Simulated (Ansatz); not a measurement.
# HgTe: pressure as volume scale varies

Periodic Kohn-Sham DFT of a crystal at fixed atoms, scaled to volume_scale times the given cell; pressure positive in compression, energy less spherical unpolarised free atoms, largest_vzz the field gradient of largest size among the nuclei. The results are calculated, by Ansatz 0.2.0.

The cell before it is scaled or strained (space group F-43m, No. 216):
```
HgTe
1.0
      0.0000     3.2235     3.2235
      3.2235     0.0000     3.2235
      3.2235     3.2235     0.0000
Hg Te
1 1
Direct
  0.00000 0.00000 0.00000
  0.75000 0.75000 0.75000
```

Settings of every row: method frozen-core PAW; functional LDA; relativity scalar; k mesh 11x11x11; filling fermi-dirac; smearing width 0.03 eV; wave cutoff 420 eV; paw set soft_2.

Atom start moment: 0 on all atoms.

Limits: PAW files made with PBE; no spin-orbit coupling on heavy atoms.

| row | volume scale | V (Å³/atom) | pressure (GPa) |
| --- | --- | --- | --- |
| 1 | 0.94 | 31.486 | 3.075 |
| 2 | 0.95 | 31.82 | 2.429 |
| 3 | 0.96 | 32.155 | 1.821 |
| 4 | 0.98 | 32.825 | 0.712 |
| 5 | 0.99 | 33.16 | 0.207 |
| 6 | 1 | 33.495 | -0.268 |
| 7 | 1.01 | 33.83 | -0.715 |
| 8 | 1.02 | 34.165 | -1.135 |
| 9 | 1.04 | 34.835 | -1.9 |
| 10 | 1.05 | 35.17 | -2.249 |
| 11 | 1.06 | 35.505 | ? |

Question: what pressure should row 11 give?

Worked fit of pressure. Take u = (V_r/V)^(2/3) − 1 with V_r = 33.328 Å³ an atom, which is twice the finite (Eulerian) strain; such expansions in the strain, on which the Birch-Murnaghan equation of state is built, carry the rest volume and the bulk modulus. The shown rows have u = 0.03863, 0.03135, 0.02417, 0.01019, 0.00337, -0.00333, -0.00992, -0.0164, -0.02905, -0.03523. Least squares give pressure = −0.035 + 70.865 × u + 237.97 × u² + 295 × u³ GPa; a parabola predicts inner rows, each left out in turn, worse (root mean square 0.0029 against 0.0005 GPa). The rows lie off it by 0.000, -0.001, 0.000, 0.000, 0.000, 0.000, 0.000, -0.001, 0.000, 0.000. The pressure vanishes at u = 0.0005, or V = 33.3 Å³ an atom, and there the bulk modulus at fixed shape and fractions is B = −V dP/dV = (2/3)(1 + u) dP/du = 47.4 GPa. The withheld row has u = -0.04131, so the fit gives −0.035 + 70.865 × (-0.04131) + 237.97 × (-0.04131)² + 295 × (-0.04131)³ = -2.577 GPa.

The calculation gave -2.576 GPa. The fit lies 0.001 GPa (0.018 % of the column's range) below it, one unit of the last digit. This row lies beyond the range of the fit.
